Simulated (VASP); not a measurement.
## InSb (strained zincblende), HSE06 single-point calculation: VASP's output and Ansatz's

POSCAR

```
In Sb
 1.0000000000000000
     0.0000000000000000    3.2795130174999998    3.4106935381999999
     3.2795130174999998    0.0000000000000000    3.4106935381999999
     3.2795130174999998    3.2795130174999998    0.0000000000000000
 In  Sb
   1   1
Cartesian
  0.0000000000000000  0.0000000000000000  0.0000000000000000
  1.6397565087499997  1.6397565087499997  1.7053467690999995
```

VASP ran with the recommended PBE PAW datasets (18 valence electrons in the cell).

From OUTCAR

```
k-points           NKPTS =     13   k-points in BZ     NKDIM =     64   number of bands    NBANDS=     16

   NELECT =      18.0000    total number of electrons

   dimension x,y,z NGX =    36 NGY =   36 NGZ =   36
   dimension x,y,z NGXF=    72 NGYF=   72 NGZF=   72

  energy-cutoff  :      520.00
  volume of cell :       73.37
      direct lattice vectors                 reciprocal lattice vectors
     0.000000000  3.279513017  3.410693538    -0.152461660  0.152461660  0.146597750
     3.279513017  0.000000000  3.410693538     0.152461660 -0.152461660  0.146597750
     3.279513017  3.279513017  0.000000000     0.152461660  0.152461660 -0.146597750

 k-points in reciprocal lattice and weights: KPOINTS created by Atomic Simulation Env
   0.00000000  0.00000000  0.00000000       0.016
   0.25000000  0.00000000  0.00000000       0.125
   0.50000000  0.00000000  0.00000000       0.062
   0.25000000  0.25000000  0.00000000       0.031
   0.50000000  0.25000000  0.00000000       0.125
  -0.25000000  0.25000000  0.00000000       0.062
   0.50000000  0.50000000  0.00000000       0.016
   0.25000000  0.00000000  0.25000000       0.062
   ...

 E-fermi :   4.0499

 k-point     1 :       0.0000    0.0000    0.0000
  band No.  band energies     occupation
      1     -12.3027      2.00000
      2     -12.2930      2.00000
      3     -12.2930      2.00000
      4     -12.2306      2.00000
      5     -12.2213      2.00000
      6      -7.2640      2.00000
      7       3.8190      1.99998
      8       3.9563      1.98165
      9       4.0495      1.00932
     10       4.0496      1.00904
     11       7.5749      0.00000
     12       7.5749      0.00000
     13       7.6655      0.00000
     14      10.4364      0.00000
     15      12.5751      0.00000
     16      13.1813      0.00000

 k-point     2 :       0.2500    0.0000    0.0000
  band No.  band energies     occupation
      1     -12.3111      2.00000
      2     -12.2909      2.00000
      3     -12.2852      2.00000
      4     -12.2312      2.00000
      5     -12.2207      2.00000
      6      -6.7337      2.00000
      7       0.2867      2.00000
      8       3.3016      2.00000
      9       3.5143      2.00000
     10       5.2651      0.00000
     11       8.2820      0.00000
     12       8.3452      0.00000
     13       9.2339      0.00000
     14      11.5708      0.00000
     15      11.9776      0.00000
     16      12.0455      0.00000

 k-point     3 :       0.5000    0.0000    0.0000
  band No.  band energies     occupation
      1     -12.3250      2.00000
      2     -12.2845      2.00000
      3     -12.2788      2.00000
      4     -12.2304      2.00000
      5     -12.2187      2.00000
      6      -5.9404      2.00000
      7      -1.7461      2.00000
      8       2.8677      2.00000
      9       3.1292      2.00000
     10       4.9550      0.00000
     11       8.3796      0.00000
     12       8.5544      0.00000
     13      10.8596      0.00000
     14      12.7638      0.00000
     15      13.7747      0.00000
     16      13.9697      0.00000

 k-point     4 :       0.2500    0.2500    0.0000
  band No.  band energies     occupation
      1     -12.3284      2.00000
      2     -12.2769      2.00000
      3     -12.2769      2.00000
      4     -12.2278      2.00000
      5     -12.2260      2.00000
      6      -6.5739      2.00000
      7       0.0605      2.00000
      8       2.7220      2.00000
      9       2.7220      2.00000
     10       6.3403      0.00000
     11       6.9498      0.00000
     12       9.8815      0.00000
     13       9.8815      0.00000
     14      10.4377      0.00000
     15      13.2854      0.00000
     16      13.8004      0.00000

 k-point     5 :       0.5000    0.2500    0.0000
  band No.  band energies     occupation
      1     -12.3375      2.00000
      2     -12.2734      2.00000
      3     -12.2692      2.00000
      4     -12.2283      2.00000
      5     -12.2255      2.00000
      6      -5.7319      2.00000
      7      -1.6632      2.00000
      8       1.3942      2.00000
      9       2.4334      2.00000
     10       6.4566      0.00000
     11       8.3462      0.00000
     12       9.6877      0.00000
     13      10.3050      0.00000
     14      12.8146      0.00000
     15      14.0882      0.00000
     16      14.2450      0.00000

 k-point     6 :      -0.2500    0.2500    0.0000
  band No.  band energies     occupation
      1     -12.3267      2.00000
      2     -12.2809      2.00000
      3     -12.2764      2.00000
      4     -12.2328      2.00000
      5     -12.2201      2.00000
      6      -6.0022      2.00000
      7      -1.1278      2.00000
      8       1.2507      2.00000
      9       3.0935      2.00000
     10       6.6291      0.00000
     11       8.9381      0.00000
     12       9.1651      0.00000
     13       9.2455      0.00000
     14      11.5783      0.00000
     15      13.0472      0.00000
     16      14.2454      0.00000

 ...

  Total       -0.5841371     -0.5841371     -1.1398083      0.0000000      0.0000000      0.0000000
  in kB      -12.7565710    -12.7565710    -24.8914950      0.0000000      0.0000000      0.0000000
  external PRESSURE =     -16.8015457 kB  Pullay stress =       0.0000000 kB

 POSITION                                       TOTAL-FORCE (eV/Angst)
 -----------------------------------------------------------------------------------
      0.00000      0.00000      0.00000         0.000000      0.000000      0.000000
      1.63976      1.63976      1.70535        -0.000000     -0.000000     -0.000000
 -----------------------------------------------------------------------------------
    total drift:                               -0.000004     -0.000003      0.000001

  FREE ENERGIE OF THE ION-ELECTRON SYSTEM (eV)
  ---------------------------------------------------
  free  energy   TOTEN  =        -8.3095181868 eV

  energy  without entropy=       -8.3086191243  energy(sigma->0) =       -8.30906866
```

The two codes use different PAW datasets and cutoffs. VASP's cell holds 18 valence electrons and Ansatz's 28. Ansatz's stress includes a Pulay correction; VASP's doesn't.

Problem. What does Ansatz give for the same cell and level of theory?

Solution. gap between bands v and c 0.00 eV; least direct gap 0.00 eV; pressure -1.3 GPa.

Ansatz printed

```
SCF 3 converged in 4 iterations: F = -12090.749637 eV  dr2 = 1.24e-9
  Residual-converged pass: ⟨swp⟩=3.0  Hψ=487  notcnv=0  max |occ|·‖R‖ = 2.4e-6 eV (tolerance 2.4e-6 eV)  dr2=1.27e-9  dr2_onsite=1.60e-10  max |Δocc| = 2.7e-12
hybrid outer 2: dexx = +3.844e-7 eV, tail = 7.99e-9 eV, Δε = 5.42e-3 eV (about 1.32e-4 eV left of the loop's levels)
NSCF: frozen V_eff on 7 k-points
hybrid SCF converged: 2 outer / 8 inner (+7 warm-up), last move |dexx| = 3.84e-7 eV, tail = 7.99e-9 eV
Stability not checked: this state was not tested for a lower state beside it, because the functional holds exact exchange (a hybrid, or Hartree-Fock), whose exchange loop this test does not read (fock_operator; see scf.lower_state_search)
Free energy (F): -12090.749637 eV
Frozen-core exchange: fock
Harris-Foulkes:  -12090.749637 eV  (|F-HF|=6.46e-10)
Internal energy: -12090.748758 eV  (E = F + TS)
E sigma→0 (E₀):  -12090.749198 eV
Entropy (-TS):   -0.000880 eV (-0.440 meV/atom)
Fermi energy:    6.222538 eV
--- Per-component energies (eV) ---
  E_band       = -334.778964
  E_kinetic    = 449.075714
  E_local      = -3296.216580  (includes V_loc(G=0)·N_el)
  E_nonlocal   = 729.669805
  E_hartree    = 1417.380324
  E_xc         = -281.180530
  E_vxc        = -155.790395  (∫ρ·V_xc dr)
  E_exx        = -72.794201  (= α·E_x^exact, valence–valence)
  E_paw        = -8740.671365  (= ΣΔE_a)
  E_vpaw       = -750.690657  (= ΣTr[D̂ρ^β])
  E_aug_tail   = 0.000025  (compensation charges beyond the density's cutoff)
  E_ewald      = -2296.548490
  E_core_change = 0.536539  (= ΣΔE_core)
  E_smearing   = -0.000880  (= −TS)
  E_closure    = 0.000001  (closes the sum)
  Σ components = -12090.749637   (vs F -12090.749637, Δ=0.00e0)
--- Forces (eV/Å), atoms counted from 1 ---
  atom   1  In     0.00000000    -0.00000000    -0.00000000
  atom   2  Sb    -0.00000000     0.00000000     0.00000000
  max |Σ_I F_I| component: 6.94e-17 eV/Å
--- Stress (GPa, compression-positive) ---
       -0.885994       0.000000      -0.000000
        0.000000      -0.885994       0.000000
        0.000000       0.000000      -2.069662
  P = ⅓ Tr σ = -1.2805 GPa (-12.805 kbar)
--- Band table (eV; the first three rows and the last of 13) ---
  k-point 0: bands = ["-24.5272", "-24.5272", "-24.5270", "-24.5123", "-24.5119", "-10.1954", "-10.1867", "-10.1867", "-10.1217", "-10.1136", "-5.1391", "5.9912", "6.1069", "6.2224", "6.2224", "9.7035", "9.7035", "9.7939"]
  k-point 1: bands = ["-24.5271", "-24.5269", "-24.5266", "-24.5122", "-24.5116", "-10.2050", "-10.1839", "-10.1786", "-10.1226", "-10.1133", "-4.6053", "2.4420", "5.4694", "5.6828", "7.4067", "10.4159", "10.4799", "11.3769"]
  k-point 2: bands = ["-24.5270", "-24.5266", "-24.5262", "-24.5120", "-24.5113", "-10.2197", "-10.1771", "-10.1719", "-10.1221", "-10.1116", "-3.8069", "0.4033", "5.0338", "5.2960", "7.0928", "10.5135", "10.6899", "12.9727"]
  k-point 12: bands = ["-24.5279", "-24.5259", "-24.5259", "-24.5119", "-24.5112", "-10.2462", "-10.1531", "-10.1531", "-10.1251", "-10.1174", "-3.2860", "-0.0607", "4.0738", "4.0738", "8.2286", "8.2322", "14.8775", "14.8775"]
```
